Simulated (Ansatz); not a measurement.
## BaTe: all-electron results

```
Ba Te
1.0
     5.97941    0.00000    0.00000
    -2.98970    5.17832    0.00000
     0.00000    0.00000    7.00004
Ba Te
2 2
Cartesian
  0.0000 3.4522 -0.4334
  2.9897 1.7261 3.0666
  0.0000 3.4522 3.0654
  2.9897 1.7261 6.5654
```

Atom numbers follow the list: Ba1, Ba2, Te3, Te4.

The cell was built from the wurtzite type and relaxed in the same program, and has space group P6_3/mmc; it needn't be a known or the stable phase. The relaxation left the symmetry of that type.

No spin–orbit coupling, which matters for the heavy atoms here.

Levels of theory: DFT, PBE, all-electron LAPW, scalar-relativistic (Ansatz 0.2.0); DFT, PBE, PAW with Ansatz's default frozen-core files, scalar-relativistic (Ansatz 0.2.0); DFT, PBE, all-electron PAW with datasets made for the crystal, scalar-relativistic (Ansatz 0.2.0).

For LAPW: a Γ-centred 8×8×5 k mesh, Fermi–Dirac smearing of 0.08 eV, basis error target 1 meV/atom, no spin polarisation. PAW takes a cutoff of 420 eV at this cell. The crystal-made all-electron datasets (AE datasets) take a cutoff of 220 eV at this cell. The Ansatz runs share mesh, smearing and spin set-up. Values come from LAPW unless marked.

Spin–orbit coupling is left out, which moves gradients at and beside heavy atoms by some per cent and at worst by a factor of two.

```json
{"Bader charges (from the PAW run)": "Ba1 +1.37, Te3 -1.37 e", "Löwdin charges (with 0.57 e of the cell spilling out of the atomic basis, so their sizes and signs hang on that basis)": "Ba1 1.60, Te3 -1.31 e", "Volume per atom": "54.19 Å³", "Pressure at this cell": "-0.03 GPa"}
```

(1) Give the computed value. Band gap.

(2) Predict this quantity. Field gradients Vzz (crystal-made datasets).

(3) Predict this quantity. Smallest direct gap on the path.

Results:

(1) 1.96 eV, indirect from Γ to K (0.333, 0.333, 0).

(2) Ba1 -4.00 (η = 0.00), Te3 -0.55 (η = 0.00) in 10²¹ V/m².

(3) 2.22 eV.
